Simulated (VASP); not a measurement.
# Converging a slab model of K(100)

How far does the level below the vacuum of K(100) depend on the numerical settings, and how far on the functional?

Program: VASP 6.6.1. Level of theory: PBE; plane waves and PAW (K_pv), in the first sound run; inputs show where later runs differ. Results are calculated unless marked as measured.

### Step 1. The structure

The cell holds 7 atoms: 7 K. Its edges and angles: a = 5.230 Å, b = 5.230 Å, c = 33.690 Å, α = 90.0°, β = 90.0°, γ = 90.0°. Vacuum lies along c.

Structure file:

```
K
1.0
     5.23000    0.00000    0.00000
     0.00000    5.23000    0.00000
     0.00000    0.00000   33.69000
K
7
Direct
  0.00000 0.00000 0.26714
  0.50000 0.50000 0.34476
  0.00000 0.00000 0.42238
  0.50000 0.50000 0.50000
  0.00000 0.00000 0.57762
  0.50000 0.50000 0.65524
  0.00000 0.00000 0.73286
```

### Step 2. The base run

The base run sets the number that all others are held against.

The input, INCAR:

```
SYSTEM = K
PREC = Normal
ENCUT = 350
EDIFF = 1E-06
NELM = 120
ISMEAR = 1
SIGMA = 0.1
LREAL = .FALSE.
ALGO = Normal
GGA = PE
NBANDS = 31
LORBIT = 11
LWAVE = .FALSE.
LCHARG = .FALSE.
KPAR = 2
NCORE = 2
IDIPOL = 3
LDIPOL = .TRUE.
DIPOL = 0.5 0.5 0.5
LVHAR = .TRUE.
LVACPOTAV = .TRUE.
NEDOS = 1500
```

The input, POSCAR:

```
K
1.0
    5.2300000000      0.0000000000      0.0000000000
    0.0000000000      5.2300000000      0.0000000000
    0.0000000000      0.0000000000     33.6900000000
K
7
Direct
    0.0000000000      0.0000000000      0.2671415850
    0.5000000000      0.5000000000      0.3447610567
    0.0000000000      0.0000000000      0.4223805283
    0.5000000000      0.5000000000      0.5000000000
    0.0000000000      0.0000000000      0.5776194717
    0.5000000000      0.5000000000      0.6552389433
    0.0000000000      0.0000000000      0.7328584150
```

The input, KPOINTS:

```
Automatic mesh
0
Gamma
5 5 1
0 0 0
```

The projector-augmented-wave data sets are K_pv (PBE family, release 64).

Command:

```sh
mpirun -np 4 vasp_std
```

What it wrote:

```text
[banner, memory and clock lines left out]
running    4 mpi-ranks, on    1 nodes
 distrk:  each k-point on    2 cores,    2 groups
 distr:  one band on    2 cores,    1 groups

 POSCAR found type information on POSCAR K
 POSCAR found :  1 types and       7 ions
 LDA part: xc-table for (Slater+PW92), standard interpolation
 POSCAR, INCAR and KPOINTS ok, starting setup
 FFT: planning ... GRIDC
 FFT: planning ... GRID_SOFT
 FFT: planning ... GRID
 WAVECAR not read
 entering main loop
       N       E                     dE             d eps       ncg     rms          rms(c)
DAV:   1     0.999180186724E+02    0.99918E+02   -0.16923E+04   516   0.806E+02
DAV:   2    -0.306238272395E+01   -0.10298E+03   -0.99399E+02   414   0.163E+02
DAV:   3    -0.689619709268E+01   -0.38338E+01   -0.33811E+01   464   0.251E+01
DAV:   4    -0.703291681647E+01   -0.13672E+00   -0.13651E+00   444   0.434E+00
DAV:   5    -0.704034428138E+01   -0.74275E-02   -0.74268E-02   504   0.764E-01    0.400E+00
DAV:   6    -0.687891456256E+01    0.16143E+00   -0.16198E+00   407   0.501E+00    0.208E+00
DAV:   7    -0.681662658924E+01    0.62288E-01   -0.97712E-01   444   0.149E+00    0.154E+00
DAV:   8    -0.676363123854E+01    0.52995E-01   -0.18064E-01   408   0.111E+00    0.223E-01
DAV:   9    -0.676465094950E+01   -0.10197E-02   -0.26601E-02   415   0.530E-01    0.146E-01
DAV:  10    -0.676428512722E+01    0.36582E-03   -0.51130E-03   436   0.209E-01    0.532E-02
DAV:  11    -0.676479734466E+01   -0.51222E-03   -0.12674E-03   444   0.102E-01    0.366E-02
DAV:  12    -0.676533388761E+01   -0.53654E-03   -0.59625E-04   393   0.612E-02    0.191E-02
DAV:  13    -0.676562200708E+01   -0.28812E-03   -0.28072E-04   400   0.301E-02    0.103E-02
DAV:  14    -0.676571866484E+01   -0.96658E-04   -0.82158E-05   367   0.222E-02    0.720E-03
DAV:  15    -0.676578404586E+01   -0.65381E-04   -0.28033E-05   338   0.138E-02    0.336E-03
DAV:  16    -0.676580294870E+01   -0.18903E-04   -0.83178E-06   283   0.533E-03    0.177E-03
DAV:  17    -0.676581740505E+01   -0.14456E-04   -0.75338E-06   276   0.533E-03    0.878E-04
DAV:  18    -0.676582188498E+01   -0.44799E-05   -0.13510E-06   318   0.177E-03    0.532E-04
DAV:  19    -0.676582870213E+01   -0.68171E-05   -0.81449E-07   242   0.202E-03    0.414E-04
DAV:  20    -0.676583531420E+01   -0.66121E-05   -0.40228E-07   249   0.112E-03    0.252E-04
DAV:  21    -0.676583833026E+01   -0.30161E-05   -0.24845E-07   242   0.773E-04    0.178E-04
DAV:  22    -0.676583907443E+01   -0.74417E-06   -0.62116E-08   242   0.463E-04
|                                                                             |
|           W    W    AA    RRRRR   N    N  II  N    N   GGGG   !!!           |
|           W    W   A  A   R    R  NN   N  II  NN   N  G    G  !!!           |
|           W    W  A    A  R    R  N N  N  II  N N  N  G       !!!           |
|           W WW W  AAAAAA  RRRRR   N  N N  II  N  N N  G  GGG   !            |
|           WW  WW  A    A  R   R   N   NN  II  N   NN  G    G                |
|           W    W  A    A  R    R  N    N  II  N    N   GGGG   !!!           |
|                                                                             |
|     Did not find any points to average over, which means that no vacuum     |
|     field-free region was found. Please increase the size of  your cell     |
|     in the dimension of the dipole correction to obtain accurate            |
|     workfunction values.                                                    |
|                                                                             |

   1 F= -.67658391E+01 E0= -.67655689E+01  d E =-.810535E-03
```

The job ended after 12 s (4 MPI ranks of Intel Xeon 6975P-C (Granite Rapids), shared host; peak memory 0.88 GiB; 46 s of CPU time).

The logs omit lines about the potential files and the build; timing stands in the text.

Parts of OUTCAR (step 2):

```text
ion  position               nearest neighbor table
   1  0.000  0.000  0.267-   2 4.53   2 4.53   2 4.53   2 4.53   3 5.23
   2  0.500  0.500  0.345-   3 4.53   3 4.53   3 4.53   3 4.53   1 4.53   1 4.53   1 4.53   1 4.53
                             4 5.23
   3  0.000  0.000  0.422-   2 4.53   2 4.53   2 4.53   2 4.53   4 4.53   4 4.53   4 4.53   4 4.53
                             1 5.23   5 5.23
   4  0.500  0.500  0.500-   3 4.53   5 4.53   3 4.53   5 4.53   3 4.53   5 4.53   3 4.53   5 4.53
                             2 5.23   6 5.23
   5  0.000  0.000  0.578-   6 4.53   6 4.53   6 4.53   6 4.53   4 4.53   4 4.53   4 4.53   4 4.53
                             7 5.23   3 5.23
   6  0.500  0.500  0.655-   5 4.53   5 4.53   5 4.53   5 4.53   7 4.53   7 4.53   7 4.53   7 4.53
                             4 5.23
   7  0.000  0.000  0.733-   6 4.53   6 4.53   6 4.53   6 4.53   5 5.23

  LATTYP: Found a simple tetragonal cell.
 ALAT       =     5.2300000000
 C/A-ratio  =     6.4416826004

 Subroutine GETGRP returns: Found 16 space group operations
 (whereof 16 operations were pure point group operations)

The static configuration has the point symmetry D_4h.

 Found      6 irreducible k-points:

   k-points           NKPTS =      6   k-points in BZ     NKDIM =      6   number of bands    NBANDS=     31

   dimension x,y,z NGX =    24 NGY =   24 NGZ =  160
   dimension x,y,z NGXF=    48 NGYF=   48 NGZF=  320

   ENCUT  =  350.0 eV  25.72 Ry    5.07 a.u.   7.98  7.98 51.39*2*pi/ulx,y,z

   NELECT =      49.0000    total number of electrons

 k-points in reciprocal lattice and weights: Automatic mesh
   0.00000000  0.00000000  0.00000000       0.040
   0.20000000  0.00000000  0.00000000       0.160
   0.40000000  0.00000000  0.00000000       0.160
   0.20000000  0.20000000  0.00000000       0.160
   0.40000000  0.20000000  0.00000000       0.320
   0.40000000  0.40000000  0.00000000       0.160

 dipolmoment           0.000000      0.000000      0.000000 electrons x Angstroem

 average (electrostatic) potential at core
       1 -18.1229       2 -17.8032       3 -17.8125       4 -17.7675       5 -17.8125
       6 -17.8032       7 -18.1229

 E-fermi :  -1.5563

 k-point     1 :       0.0000    0.0000    0.0000
  band No.  band energies     occupation
    ...
     22      -3.7237      2.00000
     23      -3.4482      2.00000
     24      -2.9877      2.00000
     25      -2.4075      2.00000
     26      -1.7506      2.01909
     27      -1.1103     -0.00000
     28      -0.5085     -0.00000
     29       0.0368     -0.00000
     30       0.1107     -0.00000
     31       0.1141     -0.00000

 k-point     2 :       0.2000    0.0000    0.0000
  band No.  band energies     occupation
    ...
     22      -3.4720      2.00000
     23      -3.2021      2.00000
     24      -2.7504      2.00000
     25      -2.1816      2.00000
     26      -1.5381      0.69765
     27      -0.9132     -0.00000
     28      -0.4798     -0.00000
     29      -0.2820     -0.00000
     30      -0.2359     -0.00000
     31       0.1146     -0.00000

 k-point     3 :       0.4000    0.0000    0.0000
  band No.  band energies     occupation
    ...
     22      -2.7492      2.00000
     23      -2.4956      2.00000
     24      -2.0719      2.00000
     25      -1.6558      2.04923
     26      -1.5456      0.82052
     27      -1.4232     -0.06796
     28      -1.0824     -0.00000
     29      -0.8848     -0.00000
     30      -0.5428     -0.00000
     31      -0.3434     -0.00000

  Total       -0.1572307     -0.1572307      0.3673619      0.0000000      0.0000000      0.0000000
  in kB       -0.2733653     -0.2733653      0.6387049      0.0000000      0.0000000      0.0000000
  external PRESSURE =       0.0306581 kB  Pullay stress =       0.0000000 kB

  energy-cutoff  :      350.00
  volume of cell :      921.52
      direct lattice vectors                 reciprocal lattice vectors
     5.230000000  0.000000000  0.000000000     0.191204589  0.000000000  0.000000000
     0.000000000  5.230000000  0.000000000     0.000000000  0.191204589  0.000000000
     0.000000000  0.000000000 33.690000000     0.000000000  0.000000000  0.029682398

 POSITION                                       TOTAL-FORCE (eV/Angst)
 -----------------------------------------------------------------------------------
      0.00000      0.00000      9.00000         0.000000      0.000000     -0.026674
      2.61500      2.61500     11.61500        -0.000000      0.000000      0.002997
      0.00000      0.00000     14.23000         0.000000      0.000000      0.006207
      2.61500      2.61500     16.84500         0.000000      0.000000      0.000000
      0.00000      0.00000     19.46000         0.000000      0.000000     -0.006207
      2.61500      2.61500     22.07500        -0.000000     -0.000000     -0.002997
      0.00000      0.00000     24.69000         0.000000      0.000000      0.026674
 -----------------------------------------------------------------------------------
    total drift:                                0.000000      0.000000     -0.000000

  FREE ENERGIE OF THE ION-ELECTRON SYSTEM (eV)
  ---------------------------------------------------
  free  energy   TOTEN  =        -6.7658390744 eV

  energy  without entropy=       -6.7650285395  energy(sigma->0) =       -6.76556890

 vacuum level on the upper side and lower side of the slab         0.634         0.634

 total charge
# of ion       s       p       d       tot
------------------------------------------
    1        0.151   5.979   0.008   6.138
    2        0.150   6.014   0.011   6.176
    3        0.152   6.010   0.012   6.174
    4        0.154   6.012   0.011   6.177
    5        0.152   6.010   0.012   6.174
    6        0.150   6.014   0.011   6.176
    7        0.151   5.979   0.008   6.138
--------------------------------------------------
tot          1.059  42.019   0.075  43.153

[... 3 further parts left out ...]
```

This run has no spin polarisation. Its electron count is odd, so without a moment it is a metal by construction.

This step gave:

| Quantity | Value |
| --- | --- |
| electronic cycles | 22 |
| electrons | 49 |
| free energy (TOTEN) | -6.766 eV |
| energy at zero smearing | -6.766 eV |
| Fermi energy | -1.556 eV |
| labelled metallic, from the levels on this mesh | yes |
| dipole moment | 0, 0, 0 e·Å |
| vacuum levels | 0.634, 0.634 eV |
| work functions of the upper and lower face | 2.190, 2.190 eV |
| highest filled level below the vacuum | 2.190 eV |

The planar average of the electrostatic potential oscillates, so the rows of the table below give means over windows of 2.63 Å about each position, cut where the curve ends. Its maxima inside the range that stand out by 2 % of the span (Å: eV): 9.1: 1.22, 11.6: 1.37, 14.2: 1.34, 16.8: 1.39, 19.5: 1.34, 22.1: 1.37, 24.6: 1.22. Its minima: 8.1: 1.000, 10.1: 0.868, 12.9: 0.829, 15.4: 0.891, 18.3: 0.891, 20.7: 0.829, 23.6: 0.868, 25.6: 1.000.

Zero at the Fermi level. Planar average of the electrostatic potential against height; means over each step:

height (Å), planar average of the electrostatic potential (eV) and a bar from the least value:
```
     1.31       2.19 ##############################
     3.94       2.19 ##############################
     6.57       1.88 ######################
     9.21       1.05 
    11.83       1.10 #
    14.46       1.09 #
    17.09       1.12 ##
    19.73       1.08 #
    22.36       1.11 ##
    24.98       1.14 ##
    27.61       2.04 ##########################
    30.25       2.19 ##############################
    32.88       2.19 ##############################
```

Density of states in the PAW spheres, an atom over height of the layer and energy from the Fermi level.

Ten even steps from '_' (0.000 states/eV) to '@' (0.273 states/eV), each cell a mean:
```
%%%%##**##%%%%
**%%@@%%@@%%**
**==++##++==**
++##**==**##++
::----==----::
..--::..::--..
__..::::::..__
______________
______________
______________
______________
______________
______________
______________
______________
______________
______________
______________
______________
______________
______________
______________
```
Columns: height of the layer (Å) from 9 to 24.7; rows upwards: energy from the Fermi level (eV) from -7.9 to 0.5.

The highest filled level lies 2.19 eV below the vacuum at the upper face.

Only the dipole across the slab is computed (IDIPOL = 3); zeros along the plane are no results.

The map of layer states is cut here 0.5 eV above the Fermi level, so it leaves out the states above that.

### Step 3. Another mesh, mesh points along a 2, k-mesh 2×2×1

The mesh decides how well the Fermi level or the band edge is found.

INCAR, as its differences from that of step 2:

```diff
@@ -14,4 +14,3 @@
 LCHARG = .FALSE.
-KPAR = 2
-NCORE = 2
+NCORE = 4
 IDIPOL = 3
@@ -21,2 +20 @@
 LVACPOTAV = .TRUE.
-NEDOS = 1500
```

POSCAR is that of step 2.

The input, KPOINTS:

```
Automatic mesh
0
Gamma
2 2 1
0 0 0
```

Command:

```sh
mpirun -np 4 vasp_std
```

What it wrote:

```text
[banner, memory and clock lines left out]
running    4 mpi-ranks, on    1 nodes
 distrk:  each k-point on    4 cores,    1 groups
 distr:  one band on    4 cores,    1 groups

 POSCAR found type information on POSCAR K
 POSCAR found :  1 types and       7 ions
 LDA part: xc-table for (Slater+PW92), standard interpolation
 POSCAR, INCAR and KPOINTS ok, starting setup
 FFT: planning ... GRIDC
 FFT: planning ... GRID_SOFT
 FFT: planning ... GRID
 WAVECAR not read
 entering main loop
       N       E                     dE             d eps       ncg     rms          rms(c)
DAV:   1     0.972365068384E+02    0.97237E+02   -0.16912E+04   258   0.807E+02
DAV:   2    -0.322192392152E+01   -0.10046E+03   -0.95726E+02   207   0.160E+02
DAV:   3    -0.659366362393E+01   -0.33717E+01   -0.32901E+01   252   0.250E+01
DAV:   4    -0.669219540450E+01   -0.98532E-01   -0.98408E-01   222   0.372E+00
DAV:   5    -0.669873765132E+01   -0.65422E-02   -0.65419E-02   252   0.727E-01    0.398E+00
DAV:   6    -0.655616967130E+01    0.14257E+00   -0.22866E+00   216   0.413E+00    0.227E+00
DAV:   7    -0.649846614605E+01    0.57704E-01   -0.13565E+00   230   0.192E+00    0.184E+00
DAV:   8    -0.637712719239E+01    0.12134E+00   -0.49531E-01   209   0.112E+00    0.412E-01
DAV:   9    -0.637786632384E+01   -0.73913E-03   -0.25239E-02   237   0.400E-01    0.124E-01
DAV:  10    -0.637826518668E+01   -0.39886E-03   -0.16270E-03   229   0.134E-01    0.517E-02
DAV:  11    -0.637863046425E+01   -0.36528E-03   -0.33063E-04   231   0.479E-02    0.319E-02
DAV:  12    -0.637905208653E+01   -0.42162E-03   -0.56999E-04   214   0.475E-02    0.175E-02
DAV:  13    -0.637920203326E+01   -0.14995E-03   -0.10648E-04   223   0.198E-02    0.105E-02
DAV:  14    -0.637931347370E+01   -0.11144E-03   -0.16681E-04   190   0.191E-02    0.668E-03
DAV:  15    -0.637933998771E+01   -0.26514E-04   -0.22478E-05   199   0.971E-03    0.360E-03
DAV:  16    -0.637936310988E+01   -0.23122E-04   -0.97170E-06   159   0.565E-03    0.205E-03
DAV:  17    -0.637937411526E+01   -0.11005E-04   -0.35202E-06   144   0.305E-03    0.113E-03
DAV:  18    -0.637937646406E+01   -0.23488E-05   -0.11999E-06   143   0.166E-03    0.477E-04
DAV:  19    -0.637937689164E+01   -0.42758E-06   -0.55517E-07   121   0.110E-03
 [... a notice as in an earlier step ...]

   1 F= -.63793769E+01 E0= -.63745755E+01  d E =-.144042E-01
```

The job ended after 5.6 s (4 MPI ranks; peak memory 0.61 GiB; 20 s of CPU time).

Parts of OUTCAR (step 3):

```text
The static configuration has the point symmetry D_4h.

 Found      3 irreducible k-points:

   k-points           NKPTS =      3   k-points in BZ     NKDIM =      3   number of bands    NBANDS=     31

   NELECT =      49.0000    total number of electrons

 E-fermi :  -1.6790

 k-point     1 :       0.0000    0.0000    0.0000
  band No.  band energies     occupation
    ...
     22      -3.7322      2.00000
     23      -3.4377      2.00000
     24      -3.0407      2.00000
     25      -2.4399      2.00000
     26      -1.7799      2.05212
     27      -1.1343     -0.00000
     28      -0.5448     -0.00000
     29      -0.0006     -0.00000
     30       0.0886     -0.00000
     31       0.0952     -0.00000

 k-point     2 :       0.5000    0.0000    0.0000
  band No.  band energies     occupation
    ...
     22      -2.2498      2.00000
     23      -2.2461      2.00000
     24      -1.9994      2.00006
     25      -1.9697      2.00031
     26      -1.6659      0.78075
     27      -1.6225      0.19282
     28      -1.2266     -0.00000
     29      -0.9835     -0.00000
     30      -0.5698     -0.00000
     31      -0.4667     -0.00000

  Total        0.3231067      0.3231067     -0.1064426      0.0000000      0.0000000      0.0000000
  in kB        0.5617617      0.5617617     -0.1850638      0.0000000      0.0000000      0.0000000
  external PRESSURE =       0.3128199 kB  Pullay stress =       0.0000000 kB

 POSITION                                       TOTAL-FORCE (eV/Angst)
 -----------------------------------------------------------------------------------
      0.00000      0.00000      9.00000        -0.000000     -0.000000     -0.015010
      2.61500      2.61500     11.61500        -0.000000      0.000000      0.062742
      0.00000      0.00000     14.23000        -0.000000     -0.000000     -0.058391
      2.61500      2.61500     16.84500        -0.000000     -0.000000      0.000000
      0.00000      0.00000     19.46000        -0.000000     -0.000000      0.058391
      2.61500      2.61500     22.07500         0.000000      0.000000     -0.062742
      0.00000      0.00000     24.69000        -0.000000     -0.000000      0.015010
 -----------------------------------------------------------------------------------
    total drift:                                0.000000      0.000000     -0.000000

  FREE ENERGIE OF THE ION-ELECTRON SYSTEM (eV)
  ---------------------------------------------------
  free  energy   TOTEN  =        -6.3793768916 eV

  energy  without entropy=       -6.3649727003  energy(sigma->0) =       -6.37457549

 vacuum level on the upper side and lower side of the slab         0.667         0.667

 total charge
# of ion       s       p       d       tot
------------------------------------------
    1        0.145   5.979   0.012   6.136
    2        0.153   6.017   0.012   6.182
    3        0.146   6.018   0.011   6.175
    4        0.144   6.015   0.014   6.172
    5        0.146   6.018   0.011   6.175
    6        0.153   6.017   0.012   6.182
    7        0.145   5.979   0.012   6.136
--------------------------------------------------
tot          1.032  42.043   0.084  43.158

[... 7 parts as in an earlier step ...]

[... 3 further parts left out ...]
```

Numbers from this step:

```
electronic cycles                          : 19
free energy (TOTEN)                        : -6.379 eV
energy at zero smearing                    : -6.375 eV
Fermi energy                               : -1.679 eV
vacuum levels                              : 0.667, 0.667 eV
work functions of the upper and lower face : 2.346, 2.346 eV
highest filled level below the vacuum      : 2.346 eV
```

Force by atom:

| atom | x (eV/Å) | y (eV/Å) | z (eV/Å) | size |
| --- | --- | --- | --- | --- |
| K1 | 0.0000 | 0.0000 | -0.0150 | 0.0150 |
| K2 | 0.0000 | 0.0000 | 0.0627 | 0.0627 |
| K3 | 0.0000 | 0.0000 | -0.0584 | 0.0584 |
| K4 | 0.0000 | 0.0000 | 0.0000 | 0.0000 |
| K5 | 0.0000 | 0.0000 | 0.0584 | 0.0584 |
| K6 | 0.0000 | 0.0000 | -0.0627 | 0.0627 |
| K7 | 0.0000 | 0.0000 | 0.0150 | 0.0150 |

Against the base run its depth below the vacuum changes by +0.16 eV and the energy by +55.9 meV an atom.

(Continued in part 2 of 4.)

[Lines on the potential files, build, host, timing and source positions are cut from VASP's logs without a mark.]

[Logs are printed without paths, hosts, clocks, repeated set-up lines and the standing remarks that a program may print on its own settings, such as how far it seeks lower states.]

[Hosts, paths, dates, database ids (printed as entryN), source tags and the programs' standing remarks are cut or masked in the printed files.]

[In band tables of VASP the shares of atoms and orbitals are scaled to a sum of 1 inside the atoms' spheres.]

[Runs that stopped without an error message from VASP are left out.]
